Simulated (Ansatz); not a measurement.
BN: XPS core lines

Cell: a Materials Project structure (computed, not necessarily an observed phase), atoms as given, repeated to a supercell; a hole's nearest image is 6.5 Å away.

```xyz
36
Lattice="7.5241 0.0000 0.0000 -3.7401 6.5287 0.0000 -1.2613 -2.1762 6.0451" Properties=species:S:1:pos:R:3 pbc="T T T"
B     1.2297    2.1384    0.0055
B     0.5990    1.0502    3.0280
B    -0.0170    4.3146    0.0055
B    -0.6477    3.2265    3.0280
B    -1.2637    6.4908    0.0055
B    -1.8944    5.4027    3.0280
B     3.7377    2.1384    0.0055
B     3.1071    1.0502    3.0280
B     2.4910    4.3146    0.0055
B     1.8604    3.2265    3.0280
B     1.2443    6.4908    0.0055
B     0.6137    5.4027    3.0280
B     6.2458    2.1384    0.0055
B     5.6151    1.0502    3.0280
B     4.9991    4.3146    0.0055
B     4.3684    3.2265    3.0280
B     3.7524    6.4908    0.0055
B     3.1217    5.4027    3.0280
N     0.6410   -0.3484    2.9772
N     0.0104   -1.4366    5.9997
N    -0.6057    1.8278    2.9772
N    -1.2363    0.7397    5.9997
N    -1.8524    4.0040    2.9772
N    -2.4830    2.9159    5.9997
N     3.1491   -0.3484    2.9772
N     2.5184   -1.4366    5.9997
N     1.9024    1.8278    2.9772
N     1.2717    0.7397    5.9997
N     0.6557    4.0040    2.9772
N     0.0250    2.9159    5.9997
N     5.6571   -0.3484    2.9772
N     5.0265   -1.4366    5.9997
N     4.4104    1.8278    2.9772
N     3.7798    0.7397    5.9997
N     3.1637    4.0040    2.9772
N     2.5330    2.9159    5.9997
```

Atom numbers follow the list; atoms alike are taken as one site, whose name carries the number of the first.

Computed with Ansatz: DFT, PBE, plane waves and PAW, scalar-relativistic, 420 eV cutoff, Γ-centred 3×3×3 k-points, fixed occupations.

Each value is a total-energy difference between the cell with one core hole and the ground state (ΔSCF), counted from the top of the valence band. The valence electrons get no spin in the cell with the hole, so they can't polarise against the unpaired core electron; that puts absolute values high, by some tenths of an eV and in some cases by about 1 eV. The periodic images are corrected with the calculated ε∞ = 4.94, 5.43, 3.07.

Task: Give the B 1s, N 1s lines of each distinct site.

Result: 

```csv
line,atom,first shell,E_B (eV)
B 1s,1,3 N at 1.40–1.52 Å,188.3
N 1s,19,3 B at 1.40–1.52 Å,396.1
```

The program doubts some values: the hole's higher moments are large. Absolute PBE values can be off by an eV or more. Multiplets, satellites and widths aren't calculated.

The largest force is 2.7 eV/Å, so the atoms aren't at the calculated equilibrium and relaxing them would move these values. A computed database structure should lie near equilibrium, so this entry is doubtful. The cell isn't at the calculated equilibrium (pressure 5 GPa in the ground-state run).

The run took 2 min of wall time (2 min of CPU time) and 0.84 GiB at its peak, on 1 thread of Intel Xeon Platinum 8488C (Sapphire Rapids) (x86_64; 48 cores open to the job, memory cap 2.5 GiB, no GPU), a shared host with a load of 0.4 a core.
